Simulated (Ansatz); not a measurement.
# Anharmonic phonons and stability of GaAs (F-43m), part 2 of 2

Wanted: self-consistent phonon frequencies, thermal pressure and a stability verdict for GaAs.

Ansatz 0.2.0; DFT PBE, scalar-relativistic, plane waves, PAW; PAW set soft_1.

So far. Step 2 (Probe on a coarse mesh): The start is under 3.3 GPa at this level and looks like an insulator or semiconductor on this mesh.

## 3. Finding the static equilibrium (continued)

Electrostatic potential energy in the ac plane of a cell with a along [110], b along [-110] and c along [001] of the cube at fractional y = 0.000, with atoms of Ga and As within 0.2 Å of it. With pseudopotentials it is smooth inside the atoms' cores, unlike the true potential.

Ten even steps from '_' (-8 eV) to '@' (41 eV), each cell a mean:
```
@@**..::::::::::::..**@@%%::..::::::::::..--%%
--....::________::....--::..::..______..::..::
....::____----____::......::::__..--..__::::..
----::__::%%%%::__::--------..__++@@++__..----
----::__..****..__::--------..__==##==__..----
------..________..----------::____..____::----
--------::....::--------------::..__..::------
----------------------------------------------
----------------------------------------------
----------------------------------------------
----------------------------------------------
----------------------------------------------
::::----------------::::::------------------::
....::------------::........::----------::....
##--..::--------::..--##++....----------....**
@@##..::--------::..##@@@@--..----------..--@@
```
Columns run along a (8.1 Å; values clipped at the 3rd and 97th percentile), rows up along c (5.7 Å), edges of the conventional cell, whose origin can differ from the input's. Atoms in or near the plane, at fractional coordinates: Ga at (0.50, 0.00), Ga at (0.00, 0.00), As at (0.75, 0.75), As at (0.25, 0.75).

The relaxation ends with a pressure of 0.00 GPa.

## 4. Relaxing to small residual forces and stress

The thresholds are tightened for a last relaxation ahead of the phonons, and where mesh or smearing change with them the cell follows.

The input, input.yaml:

```yaml
crystal:
  lattice:
    - [0.0, 2.8729471791, 2.8729471791]
    - [2.8729471791, 0.0, 2.8729471791]
    - [2.8729471791, 2.8729471791, 0.0]
  atoms:
    - { symbol: Ga, position: [0.0, 0.0, 0.0] }
    - { symbol: As, position: [0.25, 0.25, 0.25] }
kpoints:
  mp_grid: { grid: [12, 12, 12] }
hamiltonian:
  xc: pbe
  pseudopotentials: { kind: paw, azcp: { folder: soft_1 } }
scf:
  occupations: { method: gaussian, width: 0.02 }
  lower_state_search: "off"
output:
  forces: true
  stress: true
  eigenvalues: true
relax:
  adjacent_minimum: "off"
  f_tol: 0.001
  max_steps: 60
  cell: { stress_tol: 0.01 }
```

Started as:

```bash
> ansatz run input.yaml --threads 8 --pin off --max-ram 16384MiB --backend cpu --events-out ev --progress --plain --runs-dir out
```

Numbers of over 12 decimals in the logs are rounded to 6 here.

Output:

```text
[...]
Crystal: 2 atoms, lattice volume = 47.426 Å³
Basis set: ecut = 420 eV, 941 PW (Γ), exchange–correlation on 60×60×60 points (8 copies of the dense FFT grid, shifted against one another)
Bands: 18, of which v1, the nominal top of the filled ones, is band 14 counted from 1 (13 counted from 0)
Symmetry: 24 space group operations
[...]
k-points: 72 of 1728 (time reversal used)
[...]
SCF iter   1: F=—  HF=-8639.954970 eV  |F-HF|=—  |Δ(HF+E_count)|=         —  Δρ=4.21e-2  dr2=4.61e-1  ethr=3.10e-3  ⟨swp⟩=6.0  Hψ=6107  notcnv=0
[...]
SCF iter   7: F=-8639.873129 eV  HF=-8639.873129 eV  |F-HF|=3.08e-8  |Δ(HF+E_count)|=   8.68e-8  Δρ=1.01e-5  dr2=3.61e-8  ethr=3.57e-10  ⟨swp⟩=6.3  Hψ=6629  notcnv=0
SCF 1 converged in 7 iterations: F = -8639.873129 eV  dr2 = 3.61e-8
[...]
relax step   1: F+E_penalty+E_count = -8639.87312881 eV  Δ(F+E_penalty+E_count) = +0.000e0 eV  max|allowed force component| = 2.927e-18 eV/Å  Δτ_max = 0.0000 Å  P = +0.001 GPa  Ω = 47.426 Å³  (7 SCF iters, dr2 threshold 1.00e-7 eV, accepted)
[...]
SCF iter   1: F=—  HF=-8639.873129 eV  |F-HF|=—  |Δ(HF+E_count)|=         —  Δρ=1.04e-5  dr2=3.61e-8  ethr=3.41e-7  ⟨swp⟩=3.0  Hψ=9325  notcnv=0
eigensolver tolerance schedule: the retry pair's looser diagonalisation over-reported the residual by 2648.78 of it (diagonalisation noise at 0.41 of the residual, at the tolerance the schedule requests for it); recorded, not acted on — ethr = c·dr2/N_el stays at c = 1.0e-1
[...]
SCF iter   2: F=—  HF=-8639.873129 eV  |F-HF|=—  |Δ(HF+E_count)|=   1.28e-7  Δρ=6.25e-6  dr2=1.40e-8  ethr=1.29e-10  ⟨swp⟩=2.2  Hψ=2318  notcnv=0
[...]
SCF iter   6: F=-8639.873129 eV  HF=-8639.873129 eV  |F-HF|=0.00e0  |Δ(HF+E_count)|=  2.18e-11  Δρ=4.89e-8  dr2=7.50e-13  ethr=1.00e-12  ⟨swp⟩=3.3  Hψ=5888  notcnv=0
SCF 2 converged in 6 iterations: F = -8639.873129 eV  dr2 = 7.50e-13
relax step   2: F+E_penalty+E_count = -8639.87312884 eV  Δ(F+E_penalty+E_count) = -3.072e-8 eV  max|allowed force component| = 2.711e-18 eV/Å  Δτ_max = 0.0000 Å  P = +0.001 GPa  Ω = 47.426 Å³  stress off target by 8.57e-4 GPa  SCF on the basis re-selected at this cell (its energy is not comparable with the rows above)  (6 SCF iters)
[...]
SCF converged after 6 iterations
Free energy (F): -8639.873129 eV
[...]
Internal energy: -8639.873129 eV  (E = F + TS)
E sigma→0 (E₀):  -8639.873129 eV
Fermi energy:    7.374946 eV
[...]
--- Stress (GPa, compression-positive) ---
        0.000857      -0.000000      -0.000000
       -0.000000       0.000857       0.000000
       -0.000000       0.000000       0.000857
  P = ⅓ Tr σ = 0.0009 GPa (0.009 kbar)
--- Band table (eV; the first three rows and the last of 72) ---
  k-point 0: bands = [... 10 lower, -5.0960, 7.2929, 7.2929, 7.2929, 7.4543, 11.0194, 11.0194, 11.0194]
  k-point 1: bands = [... 10 lower, -5.0199, 6.0126, 7.1884, 7.1884, 8.4032, 11.1447, 11.1773, 11.1773]
  k-point 2: bands = [... 10 lower, -4.7982, 4.5938, 6.9405, 6.9405, 8.7317, 11.5350, 11.5350, 11.8328]
  k-point 71: bands = [... 10 lower, -2.7578, 0.8730, 3.9856, 4.1772, 11.6894, 11.9908, 12.5541, 13.3222]
--- Relaxed structure (1 steps of the walk, 1 accepted, 1 SCFs on fresh bases) ---
[...]
cell:  # Å, volume = 47.4256 Å³
    - [0.0, 2.8729471791, 2.8729471791]
    - [2.8729471791, 0.0, 2.8729471791]
    - [2.8729471791, 2.8729471791, 0.0]
  atoms:
    - { symbol: Ga, position: [0.0, 0.0, 0.0] }
    - { symbol: As, position: [0.25, 0.25, 0.25] }
```

Wall time 1.7 s (8 threads of Arm Neoverse V2, shared host); peak memory 0.47 GiB.

Little changed from the start: no atom moved by 0.005 Å and no cell edge by 0.1 %.

Numbers from this step:

| Quantity | Value |
| --- | --- |
| pressure | 8.57e-4 GPa |

The residual pressure is 8.6e-4 GPa, small enough for phonons.

## 5. What came out

| Property | Result |
| --- | --- |
| phonons at temperature | not obtained |

What this shows: The sampling at temperature was not started, because a trial frame showed that it would not fit the time allowed; the session ends with the prepared cell.

[Logs are printed without paths, hosts, clocks, repeated set-up lines and the standing remarks that a program may print on its own settings, such as how far it seeks lower states.]

[Hosts, paths, dates, database ids (printed as entryN), source tags and the programs' standing remarks are cut or masked in the printed files.]

[A step with changed settings may run another functional than the one named; its input shows which.]
